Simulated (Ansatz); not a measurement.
# Calculated electric field gradients for SnO

The cell is an entry of the Crystallography Open Database (COD), its atoms then relaxed with PBE in this cell.

```
Sn O
1.0
     2.50000   -2.86000    0.00000
     2.50000    2.86000    0.00000
     0.00000    0.00000   11.12000
Sn O
4 4
Cartesian
  0.0000 -0.0004 -0.1577
  0.0000 0.0004 5.4023
  2.5000 0.0018 3.0154
  2.5000 -0.0018 8.5754
  3.7495 -1.4295 4.2090
  1.2505 1.4295 9.7690
  1.2505 -1.4295 4.2090
  3.7495 1.4295 9.7690
```

Atom numbers follow the list; atoms alike are taken as one site, whose name carries the number of the first.

Level of theory: DFT, r2SCAN, plane waves and PAW, scalar-relativistic, 500 eV cutoff, Γ-centred 8×8×3 k-points, Fermi–Dirac smearing 0.02 eV (Ansatz 0.2.0).

V_zz is the principal component of the electric field gradient with the largest magnitude, η = (V_xx − V_yy)/V_zz and C_Q = eQV_zz/h.

17O: I = 5/2, Q = -25.58 mb. Q values from Pyykkö, Mol. Phys. 116, 1328 (2018).

(1) What field gradients does the calculation give at each kind of site?

Answers

(1) 

| site | atoms (order as listed) | first shell | V_zz (10²¹ V/m²) | η | C_Q (MHz) |
| --- | --- | --- | --- | --- | --- |
| Sn | 1, 2, 3, 4 | 4 O at 2.24 Å | -19.71 | 0.27 | – |
| O | 5, 6, 7, 8 | 4 Sn at 2.24 Å | -5.30 | 0.40 | 3.28 |

At Sn V_zz points towards the open side of its shell (within 1°).

Sn has no stable isotope with a ground-state quadrupole moment in the table, so no C_Q is given.

At this cell the r2SCAN pressure is -1.5 GPa (principal stresses up to 11 GPa in size), so it isn't the equilibrium cell of r2SCAN. The entry's cell may itself be off. The largest force is 0.5 eV/Å, so the atoms aren't at the calculated equilibrium and relaxing them would move these values. Without spin–orbit coupling (the program notes it for Sn) the gradients can shift somewhat, as the gap is small. With these PAW files V_zz is typically within 2 to 3 % of all-electron values, but misses above 10 % occur on Sn. The database positions were far from equilibrium, so the relaxed structure may not be the compound's real one.
